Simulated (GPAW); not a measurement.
Runs of GPAW 26.7.0 on TiTe2. It takes space group P-3m1 (No. 164, trigonal). Conventional cell: a = 3.777 Å, b = 3.777 Å, c = 6.498 Å, α = 90.00°, β = 90.00°, γ = 120.00°. Te (site symmetry 3m) has 3 Ti at 2.77 Å as nearest neighbours. Ti (site symmetry -3m) is surrounded by 6 Te at 2.77 Å. 

```tsv
task	level	potentials or basis	U	cell	k mesh	cutoff (eV)	smearing	band path	band points	eigensolver	optimizer	fmax	gap on the mesh (eV)	pressure (GPa)	relaxed volume (Å³/atom)	largest force (eV/Å)
single point	LDA	the program's PAW data sets (release 1.2.1) made for this functional, pw	-	as given	8 × 8 × 4	600	gaussian 0.05 eV	-	-	-	-	-	none	-4.5	-	0.32
single point	PBEsol+U	PAW data sets generated in the run's folder for this functional, pw	Ti d U = 4 eV	as given	7 × 7 × 4	450	fermi-dirac 0.01 eV	-	-	-	-	-	none	(b)	-	0.07
band structure	LDA	PAW data sets generated in the run's folder for this functional, pw	-	as given	6 × 6 × 3	600	fermi-dirac 0.05 eV	GMKGALHA,LM,KH	80	-	-	-	-	(a)	-	0.38
relaxation of cell and atoms	OLYP	PAW data sets generated in the run's folder for this functional, pw	-	relaxed	6 × 6 × 3	600	fermi-dirac 0.05 eV	-	-	davidson	BFGS	0.02 eV/Å	none	0.0	(c)	0.01
relaxation of cell and atoms	PBEsol	PAW data sets generated in the run's folder for this functional, pw	-	relaxed	6 × 6 × 3	600	fermi-dirac 0.05 eV	-	-	-	FIRE	0.05 eV/Å	none	0.1	25.19	0.01
```

Alike in all rows: no spin polarisation.

Task: Estimate the missing entries.

Result: (a) -4.6; (b) -0.5; (c) 38.20.

Caveats: this functional lacks dispersion, which binds the layers, so the pressure and a relaxed spacing across them are unreliable (some runs); later steps reuse the first step's grids (some runs); the cutoff is short for stress and forces, so pressures can be off by a GPa or more (some runs); U without spin polarisation on a metal has little footing (some runs); the U is typed as a test and isn't derived for this compound (some runs); the volume moved by over 15 % at a fixed basis, so the end points are rough (some runs); this functional lacks dispersion, which binds the layers, so the pressure and a relaxed spacing across them are unreliable, and here the layers came unbound (some runs).

A k mesh can miss the band edges, and the runs leave out spin-orbit coupling on Te.

A gap of «none» marks a metal or a gap under the smearing width.

Not every run made on this cell is shown here.
